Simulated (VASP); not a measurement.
# ZnO (P6_3/mmc) in VASP: a series of runs

Runs on ZnO. Level: PBEsol. Tasks: single point.

Everything below comes from runs of VASP 6.6.1. Logs are shortened: lines on timing, memory, paths and dates and some standing lists are left out, and cuts for length are marked.

### Step 1. The undisturbed crystal

Symmetry: P6_3/mmc, No. 194, hexagonal system. The conventional cell has a = 3.288 Å, b = 3.288 Å, c = 7.130 Å, α = 90.00°, β = 90.00°, γ = 120.00°. Zn (site symmetry -6m2) is surrounded by 3 O at 1.90 Å. O (site symmetry -6m2) has 3 Zn at 1.90 Å as nearest neighbours.

Measurements of this composition are mostly on another form, of space group No. 186.

### Step 2. Single point, PBEsol (grid = ENCUT=400 dk=0.35 cell=2x2x2 ISMEAR=0 SIGMA=0.05 LREAL=Auto EDIFF=1e-06)

Input file INCAR:

```
PREC = Accurate
ENCUT = 400
EDIFF = 1E-6
ISMEAR = 0
SIGMA = 0.05
LREAL = Auto
LASPH = True
NELM = 120
ALGO = Fast
ISIF = 2
LWAVE = False
LCHARG = False
GGA = PS
NBANDS = 154
```

Input file KPOINTS:

```
regular mesh
0
Gamma
  4 4 2
```

Input file POSCAR:

```
ZnO
1.0
    6.5759343174      0.0000000000      0.0000000000
   -3.2879671586      5.6949261724      0.0000000000
    0.0000000000      0.0000000000     14.2608827000
Zn O
16 16
Direct
    0.0000000000      0.0000000000      0.1250000000
    0.0000000000      0.0000000000      0.6250000000
    0.0000000000      0.5000000000      0.1250000000
    0.0000000000      0.5000000000      0.6250000000
    0.5000000000      0.0000000000      0.1250000000
    0.5000000000      0.0000000000      0.6250000000
    0.5000000000      0.5000000000      0.1250000000
    0.5000000000      0.5000000000      0.6250000000
    0.0000000000      0.0000000000      0.3750000000
    0.0000000000      0.0000000000      0.8750000000
    0.0000000000      0.5000000000      0.3750000000
    0.0000000000      0.5000000000      0.8750000000
    0.5000000000      0.0000000000      0.3750000000
    0.5000000000      0.0000000000      0.8750000000
    0.5000000000      0.5000000000      0.3750000000
    0.5000000000      0.5000000000      0.8750000000
    0.3333333334      0.1666666666      0.3750000000
    0.3333333334      0.1666666666      0.8750000000
    0.3333333334      0.6666666666      0.3750000000
    0.3333333334      0.6666666666      0.8750000000
    0.8333333333      0.1666666666      0.3750000000
    0.8333333333      0.1666666666      0.8750000000
    0.8333333333      0.6666666666      0.3750000000
    0.8333333333      0.6666666666      0.8750000000
    0.1666666666      0.3333333334      0.1250000000
    0.1666666666      0.3333333334      0.6250000000
    0.1666666666      0.8333333333      0.1250000000
    0.1666666666      0.8333333333      0.6250000000
    0.6666666666      0.3333333334      0.1250000000
    0.6666666666      0.3333333334      0.6250000000
    0.6666666666      0.8333333333      0.1250000000
    0.6666666666      0.8333333333      0.6250000000
```

Potentials or basis: VASP PAW PBE potentials, release 64 (Zn, O).

Launch:

```sh
cat potpaw_PBE.64/Zn/POTCAR potpaw_PBE.64/O/POTCAR > POTCAR
mpirun -np 1 vasp_std > vasp.out
```

OUTCAR:

```text
PREC = Accurate
   ENCUT = 400
   EDIFF = 1E-6
   ISMEAR = 0
   LREAL = Auto
   LASPH = True
   NELM = 120
   ISIF = 2
   GGA = PS

 Found      8 irreducible k-points:

 Following reciprocal coordinates:
            Coordinates               Weight
  0.000000  0.000000  0.000000      1.000000
  0.250000  0.000000  0.000000      6.000000
  0.500000  0.000000  0.000000      3.000000
  0.250000  0.250000  0.000000      6.000000
  0.000000  0.000000  0.500000      1.000000
  0.250000  0.000000  0.500000      6.000000
   k-points           NKPTS =      8   k-points in BZ     NKDIM =      8   number of bands    NBANDS=    154
   number of dos      NEDOS =    301   number of ions     NIONS =     32
   total plane-waves  NPLWV = 221184
   dimension x,y,z NGX =    48 NGY =   48 NGZ =   96
   dimension x,y,z NGXF=    96 NGYF=   96 NGZF=  192
   ions per type =              16  16
   NGX,Y,Z   is equivalent  to a cutoff of  12.13, 12.13, 11.19 a.u.
   NGXF,Y,Z  is equivalent  to a cutoff of  24.27, 24.27, 22.38 a.u.
 SYSTEM =  unknown system
   PREC   = accura    normal or accurate (medium, high low for compatibility)
   ISTART =      0    job   : 0-new  1-cont  2-samecut
   ICHARG =      2    charge: 1-file 2-atom 10-const
   ISPIN  =      1    spin polarized calculation?
   LNONCOLLINEAR =      F non collinear calculations
   LSORBIT =      F    spin-orbit coupling
   LASPH  =      T    aspherical Exc in radial PAW
   ENCUT  =  400.0 eV  29.40 Ry    5.42 a.u.  10.72 10.72 23.26*2*pi/ulx,y,z
   NELM   =    120;   NELMIN=  2; NELMDL= -5     # of ELM steps
   EDIFF  = 0.1E-05   stopping-criterion for ELM
   LREAL  =      T    real-space projection
   EDIFFG = 0.1E-04   stopping-criterion for IOM
   NSW    =      0    number of steps for IOM
   IBRION =     -1    ionic relax: 0-MD 1-quasi-New 2-CG
   NFREE  =      0    steps in history (QN), initial steepest desc. (CG)
   ISIF   =      2    stress and relaxation
   ISYM   =      2    0-nonsym 1-usesym 2-fastsym
   POTIM  = 0.5000    time-step for ionic-motion
   TEBEG  =    0.0;   TEEND  =   0.0 temperature during run
   PSTRESS=    0.0 pullay stress
   NELECT =     288.0000    total number of electrons
   NUPDOWN=      -1.0000    fix difference up-down
   EMIN   =  10.00;   EMAX   =-10.00  energy-range for DOS
   EFERMI =   0.00;   METHOD = LEGACY
   ISMEAR =     0;   SIGMA  =   0.05  broadening in eV -4-tet -1-fermi 0-gaus
   EFERMI_NEDOS =   21; number of points for ismear=-14 and -15
   IALGO  =     68    algorithm
   IMIX   =      4    mixing-type and parameters
     AMIX     =   0.40;   BMIX     =  1.00
     AMIX_MAG =   1.60;   BMIX_MAG =  1.00
  volume/ion in A,a.u.               =      16.69       112.63
  Fermi-wavevector in a.u.,A,eV,Ry     =   1.332524  2.518105 24.158775  1.775620
  Thomas-Fermi vector in A             =   2.461452
   LORBIT       =      0    0 simple, 1 ext, 2 COOP (PROOUT), +10 PAW based schemes
   GGA     = PS    functional components
   LHFCALC =     F    Hartree Fock is set to
   AEXX    =    0.0000 exact exchange contribution
   IVDW    =     0    specifies the selected vdW correction
   LEPSILON=     F    determine dielectric tensor
   LRPA    =     F    only Hartree local field effects (RPA)
 non-spin polarized calculation
 RMM-DIIS sequential band-by-band and
 Gauss-broadening in eV      SIGMA  =   0.05
  energy-cutoff  :      400.00
  volume of cell :      534.06
 maximum number of plane-waves:      9755
 NGX is ok and might be reduce to    48
   NGX = 21   NGY = 21   NGZ = 47

 number of electron     287.9999717 magnetization

 Free energy of the ion-electron system (eV)
  ---------------------------------------------------
  ext. energy  EPLUGINS =         0.00000000
  ---------------------------------------------------
  free energy    TOTEN  =      -146.36876391 eV

  energy without entropy =     -146.36876391  energy(sigma->0) =     -146.36876391

 E-fermi :  -0.6475     XC(G=0):  -9.1723

 val. band max:       -0.9157841576   @ k =   0.0000   0.0000   0.0000
 cond. band min:      -0.1628707101   @ k =   0.0000   0.0000   0.0000
 fundamental gap:      0.7529134476
 Fermi energy:        -0.6475037917

 k-point     1 :       0.0000    0.0000    0.0000
  band No.  band energies     occupation
      1     -18.3155      2.00000
      2     -18.2748      2.00000
      3     -18.2748      2.00000
      4     -18.2328      2.00000
      5     -17.7935      2.00000
      6     -17.7935      2.00000
[... 146 lines left out ...]
    153       4.1054      0.00000
    154       4.1869      0.00000

 k-point     2 :       0.2500    0.0000    0.0000
  band No.  band energies     occupation
      1     -18.2446      2.00000
      2     -18.2055      2.00000
      3     -18.2055      2.00000
      4     -18.1667      2.00000
      5     -17.8771      2.00000
      6     -17.8590      2.00000
[... 146 lines left out ...]
    153       4.1408      0.00000
    154       4.1848      0.00000

 k-point     3 :       0.5000    0.0000    0.0000
  band No.  band energies     occupation
      1     -18.0660      2.00000
      2     -18.0660      2.00000
      3     -18.0353      2.00000
      4     -18.0353      2.00000
      5     -18.0353      2.00000
      6     -18.0353      2.00000
[... 146 lines left out ...]
    153       4.2705      0.00000
    154       4.2961      0.00000

 k-point     4 :       0.2500    0.2500    0.0000
  band No.  band energies     occupation
      1     -18.1190      2.00000
      2     -18.0857      2.00000
      3     -18.0857      2.00000
      4     -18.0523      2.00000
      5     -17.9348      2.00000
      6     -17.9348      2.00000
[... 146 lines left out ...]
    153       3.6420      0.00000
    154       4.0222      0.00000

 k-point     5 :       0.0000    0.0000    0.5000
  band No.  band energies     occupation
      1     -18.3045      2.00000
      2     -18.3045      2.00000
      3     -18.2457      2.00000
      4     -18.2457      2.00000
      5     -17.7909      2.00000
      6     -17.7909      2.00000
[... 146 lines left out ...]
    153       4.2438      0.00000
    154       4.3679      0.00000

 k-point     6 :       0.2500    0.0000    0.5000
  band No.  band energies     occupation
      1     -18.2328      2.00000
      2     -18.2328      2.00000
      3     -18.1778      2.00000
      4     -18.1778      2.00000
      5     -17.8717      2.00000
      6     -17.8717      2.00000
[... 146 lines left out ...]
    153       4.1485      0.00000
    154       4.2778      0.00000

 [... further k-points ...]

------------------------ aborting loop because EDIFF is reached ----------------------------------------

  FORCE on cell =-STRESS in cart. coord.  units (eV):
  Direction    XX          YY          ZZ          XY          YZ          ZX
  --------------------------------------------------------------------------------------
  -------------------------------------------------------------------------------------
  Total      -28.6410091    -28.6410091    -14.9785619     -0.0000000      0.0000000     -0.0000000
  in kB      -85.9225040    -85.9225040    -44.9354119     -0.0000000      0.0000000     -0.0000000
  external PRESSURE =     -72.2601400 kB  Pullay stress =       0.0000000 kB

 VOLUME and BASIS-vectors are now :
 -----------------------------------------------------------------------------
  energy-cutoff  :      400.00
  volume of cell :      534.06
      direct lattice vectors                 reciprocal lattice vectors
     6.575934317  0.000000000  0.000000000     0.152069645  0.087797451  0.000000000
    -3.287967159  5.694926172  0.000000000     0.000000000  0.175594901  0.000000000
     0.000000000  0.000000000 14.260882700     0.000000000  0.000000000  0.070121887

 POSITION                                       TOTAL-FORCE (eV/Angst)
 -----------------------------------------------------------------------------------
      0.00000      0.00000      1.78261         0.000000     -0.000000      0.000000
      0.00000      0.00000      8.91305        -0.000000     -0.000000      0.000000
     -1.64398      2.84746      1.78261         0.000000     -0.000000     -0.000000
     -1.64398      2.84746      8.91305         0.000000     -0.000000     -0.000000
      3.28797      0.00000      1.78261         0.000000     -0.000000      0.000000
      3.28797      0.00000      8.91305         0.000000     -0.000000     -0.000000
[... 24 lines left out ...]
      1.64398      4.74577      1.78261        -0.000000     -0.000000      0.000000
      1.64398      4.74577      8.91305         0.000000     -0.000000      0.000000
 -----------------------------------------------------------------------------------
    total drift:                                0.000001      0.000002      0.000000

  FREE ENERGIE OF THE ION-ELECTRON SYSTEM (eV)
  ---------------------------------------------------
  free  energy   TOTEN  =      -146.3687639067 eV

  energy  without entropy=     -146.3687639067  energy(sigma->0) =     -146.36876391
```

Run time: 9.2 min. Hardware: 1 thread of Intel Xeon 6975P-C (Granite Rapids), shared host; peak memory 0.65 GiB.

The run converged, but some of its settings lie outside the range that counts as converged, so its numbers aren't taken as properties of the crystal.

Results:

* Free energy: -146.3688 eV
* Band gap on the k mesh: 0.75 eV

Caveat: the cutoff is under 1.25 times the usual one of these potentials, so pressure, stress and relaxed cells hold a basis-set (Pulay) error; the PAW data sets were made with another functional, which shifts forces and pressure a little.

### Step 3. Single point, PBEsol (grid = ENCUT=400 dk=1.6 cell=2x2x2 ISMEAR=0 SIGMA=0.05 LREAL=Auto EDIFF=1e-06)

INCAR is that of step 2.

Input file KPOINTS:

```
regular mesh
0
Gamma
  1 1 1
```

POSCAR is that of step 2.

Potentials or basis: VASP PAW PBE potentials, release 64 (Zn, O).

Launch:

```sh
cat potpaw_PBE.64/Zn/POTCAR potpaw_PBE.64/O/POTCAR > POTCAR
mpirun -np 1 vasp_std > vasp.out
```

It took 1.7 min on 1 thread of Intel Xeon 6975P-C (Granite Rapids), shared host; peak memory 0.48 GiB.

These settings aren't checked as converged: the numbers below hold their error.

What came out:

```yaml
Free_energy: -137.3813 eV
Band_gap_on_the_k_mesh: 0.56 eV
```

Caveat: the k mesh is coarse (spacing up to 1.10 Å⁻¹), so the values aren't converged; the cutoff is under 1.25 times the usual one of these potentials, so pressure, stress and relaxed cells hold a basis-set (Pulay) error; the PAW data sets were made with another functional, which shifts forces and pressure a little; an odd mesh through Γ misses points on the zone boundary, where band edges often lie.

### Step 4. Single point, PBEsol (grid = ENCUT=400 dk=0.6 cell=2x2x2 ISMEAR=0 SIGMA=0.05 LREAL=Auto EDIFF=1e-06)

INCAR is that of step 3.

Input file KPOINTS:

```
regular mesh
0
Gamma
  2 2 1
```

POSCAR is that of step 3.

Launch:

```sh
cat potpaw_PBE.64/Zn/POTCAR potpaw_PBE.64/O/POTCAR > POTCAR
mpirun -np 1 vasp_std > vasp.out
```

Wall time 3 min (1 thread of Intel Xeon 6975P-C (Granite Rapids), shared host); peak memory 0.51 GiB.

The run converged, but some of its settings lie outside the range that counts as converged, so its numbers aren't taken as properties of the crystal.

Results:

```
Free energy            : -146.0377 eV
Band gap on the k mesh : 0.73 eV
```

Caveat: the k mesh is coarse (spacing up to 0.55 Å⁻¹), so the values aren't converged; the cutoff is under 1.25 times the usual one of these potentials, so pressure, stress and relaxed cells hold a basis-set (Pulay) error; the PAW data sets were made with another functional, which shifts forces and pressure a little.
